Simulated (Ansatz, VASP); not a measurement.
## TaN: VASP beside Ansatz

INCAR

```
  PREC = Accurate
  ENCUT = 520
  EDIFF = 1E-6
  ISMEAR = 0
  SIGMA = 0.15
  LREAL = False
  LASPH = True
  NELM = 100
  ALGO = Normal
  ISIF = 2
  LWAVE = False
  LCHARG = False
  GGA = PS
  NBANDS = 15
```

The input KPOINTS:

```
regular mesh
0
Gamma
  21 21 18
```

POSCAR

```
TaN
1.0
    2.9428860413      0.0000000000      0.0000000000
   -1.4714430206      2.5486140722      0.0000000000
    0.0000000000      0.0000000000      2.7206981452
Ta N
1 1
Direct
    0.3333333333      0.6666666667      0.5000000000
    0.0000000000      0.0000000000      0.0000000000
```

Input for Ansatz:

```yaml
crystal:
  lattice:
    - [2.9428860413, 0.0, 0.0]
    - [-1.4714430206, 2.5486140722, 0.0]
    - [0.0, 0.0, 2.7206981452]
  atoms:
    - { symbol: Ta, position: [0.3333333333, 0.6666666667, 0.5] }
    - { symbol: "N", position: [0.0, 0.0, 0.0] }
basis:
  ecutwfc: 520.0
kpoints:
  mp_grid: { grid: [21, 21, 18] }
hamiltonian:
  xc: pbesol
scf:
  occupations: { method: gaussian, width: 0.15 }
output:
  forces: true
  stress: true
  eigenvalues: true
```

Alike in both runs: task single point; functional PBEsol; k mesh 21 × 21 × 18; occupations gaussian, width 0.15 eV; no spin polarisation.

|  | VASP | Ansatz |
| --- | --- | --- |
| version | VASP 6.6.1 | Ansatz 0.2.0 |
| potentials or method | VASP PAW PBE potentials, release 64 (Ta_pv, N) | scalar-relativistic, plane waves, PAW |
| plane-wave cutoff (eV) | 520 | 520 |
| valence electrons in the cell | 16 | 18 |

Ansatz gave:

* gap on the k mesh at the Fermi level (eV): none
* pressure (GPa): 19.0
* largest component of the traceless stress (GPa): 30.62

**Question.** Which values does VASP return?

**Answer.** gap on the k mesh at the Fermi level (eV): none; pressure (GPa): 20.1; largest component of the traceless stress (GPa): 30.85.

A gap of «none» marks a metal or a gap that the smearing closes. The two sets of potentials don't hold the same shells in valence.

Caveats: so large a pressure means that the cell lies far from this level's equilibrium, or that cutoff or potentials fall short (VASP); the potentials were made for another functional, which shifts forces and pressure (VASP). Spin-orbit coupling is left out, which matters for the levels of Ta.
